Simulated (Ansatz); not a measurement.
Molecular dynamics on a 1×2×2 supercell (20 atoms) of BaTiO3 (Pm-3m), relaxed with r2SCAN. Forces come from PBEsol in Ansatz 0.2.0: a Nosé-Hoover thermostat at fixed volume, 200 K, steps of 1.5 fs. Spin polarisation is off, nuclei are classical, and the run is far too short for thermal averages.

```yaml
crystal:
  lattice:
    - [3.9940959633, 0.0, 0.0]
    - [0.0, 7.9881919266, 0.0]
    - [0.0, 0.0, 7.9881919266]
  atoms:
    - { symbol: Ba, position: [0.5, 0.25, 0.25] }
    - { symbol: Ti, position: [0.0, 0.0, 0.0] }
    - { symbol: O, position: [0.5, 0.0, 0.0] }
    - { symbol: O, position: [0.0, 0.25, 0.0] }
    - { symbol: O, position: [0.0, 0.0, 0.25] }
    - { symbol: Ba, position: [0.5, 0.25, 0.75] }
    - { symbol: Ti, position: [0.0, 0.0, 0.5] }
    - { symbol: O, position: [0.5, 0.0, 0.5] }
    - { symbol: O, position: [0.0, 0.25, 0.5] }
    - { symbol: O, position: [0.0, 0.0, 0.75] }
    - { symbol: Ba, position: [0.5, 0.75, 0.25] }
    - { symbol: Ti, position: [0.0, 0.5, 0.0] }
    - { symbol: O, position: [0.5, 0.5, 0.0] }
    - { symbol: O, position: [0.0, 0.75, 0.0] }
    - { symbol: O, position: [0.0, 0.5, 0.25] }
    - { symbol: Ba, position: [0.5, 0.75, 0.75] }
    - { symbol: Ti, position: [0.0, 0.5, 0.5] }
    - { symbol: O, position: [0.5, 0.5, 0.5] }
    - { symbol: O, position: [0.0, 0.75, 0.5] }
    - { symbol: O, position: [0.0, 0.5, 0.75] }
kpoints:
  mp_grid: { grid: [4, 2, 2] }
hamiltonian:
  xc: pbesol
scf:
  occupations: { method: fermi_dirac, width: 0.02 }
md:
  ensemble: nvt_nose_hoover
  temperature: 200
  timestep: 1.5
  n_steps: 40
  initial_velocities: maxwell_boltzmann
  seed: 5346
```

Run as `ansatz run input.yaml --threads 4 --pin off --max-ram 5529MiB --backend cpu --events-out ev --progress --plain --runs-dir out`. Wall time 4.6 min on 4 threads of Arm Neoverse N1, on a shared host; peak host memory 1 GiB.

```tsv
step	t (fs)	T (K)	free energy F from step 0 (meV/atom)	kinetic energy (meV/atom)	largest force (eV/Å)
0	0	200	0.0	24.6	0.00
1	1.5	198	0.2	24.4	0.17
2	3	194	0.8	23.8	0.33
3	4.5	187	1.6	22.9	0.49
4	6	177	2.8	21.8	0.63
5	7.5	167	4.1	20.5	0.76
6	9	155	5.5	19.1	0.87
7	10.5	144	6.9	17.7	0.95
8	12	133	8.2	16.4	1.01
9	13.5	124	9.4	15.3	1.05
10	15	117	10.3	14.4	1.08
11	16.5	112	10.9	13.8	1.12
12	18	110	11.2	13.4	1.15
13	19.5	109	11.3	13.4	1.16
14	21	111	11.0	13.7	1.16
15	22.5	115	10.6	14.1	1.14
16	24	121	9.9	14.8	1.15
17	25.5	127	9.2	15.6	1.15
18	27	134	8.3	16.5	1.13
19	28.5	141	7.5	17.3	1.11
20	30	148	6.8	18.1	1.07
21	31.5	153	6.2	18.8	1.02
22	33	157	5.7	19.3	0.96
23	34.5	159	5.5	19.5	0.88
24	36	159	5.6	19.5	0.89
25	37.5	157	5.9	19.3	1.01
26	39	153	6.5	18.7	1.09
27	40.5	147	7.3	18.0	1.15
28	42	140	8.2	17.2	1.28
29	43.5	132	9.2	16.2	1.48
30	45	124	10.2	15.3	1.66
31	46.5	118	11.1	14.4	1.81
32	48	113	11.8	13.8	1.92
33	49.5	110	12.2	13.4	1.99
34	51	109	12.4	13.4	2.01
35	52.5	110	12.2	13.6	1.98
36	54	114	11.9	14.0	1.89
37	55.5	119	11.3	14.6	1.77
38	57	124	10.7	15.3	1.61
39	58.5	130	10.2	15.9	1.44
40	60	135	9.7	16.5	1.25
```

The temperature starts at 200 K, is lowest at step 34 (109 K, 51 fs) and ends at 135 K. The thermostat hasn't had time to restore it. The atoms start on their lattice sites with kinetic energy alone, so much of it first passes into potential energy. By the last step the atoms have moved 0.11 Å in the root mean square, the drift of the whole cell taken out, 0.19 Å at most.

Positions (Å) and forces (eV/Å) at step 40:
```
Ba   1.968   1.947   2.043    -0.044   0.579  -0.238
Ti   0.056   0.119   0.061    -0.369  -1.028  -0.342
O    1.862  -0.079  -0.043     0.504   0.339   0.147
O   -0.057   1.935  -0.068     0.033   0.203   0.128
O   -0.162  -0.048   1.930     0.392   0.147   0.238
Ba   2.053   1.993   6.006    -0.397   0.098   0.159
Ti   0.023  -0.004   4.037    -0.092   0.207  -0.022
O    1.828  -0.002   3.919     0.466  -0.089   0.249
O   -0.131   1.973   3.910     0.141  -0.224   0.555
O   -0.049  -0.055   5.979    -0.228   0.332  -0.994
Ba   2.009   5.960   1.965    -0.235   0.112   0.081
Ti   0.021   4.086   0.105     0.053  -0.171  -0.487
O    1.957   3.940  -0.068    -0.371   0.095   0.178
O   -0.082   5.924  -0.075     0.157  -0.182   0.355
O   -0.080   3.923   1.926     0.071   0.335  -0.016
Ba   2.053   6.062   5.928    -0.484  -0.397   0.804
Ti   0.038   4.003   4.134    -0.179  -0.190  -1.217
O    1.841   3.943   3.920     0.538   0.254   0.377
O   -0.115   5.993   3.942     0.083  -0.290   0.123
O   -0.054   3.982   5.934    -0.038  -0.130  -0.078
```
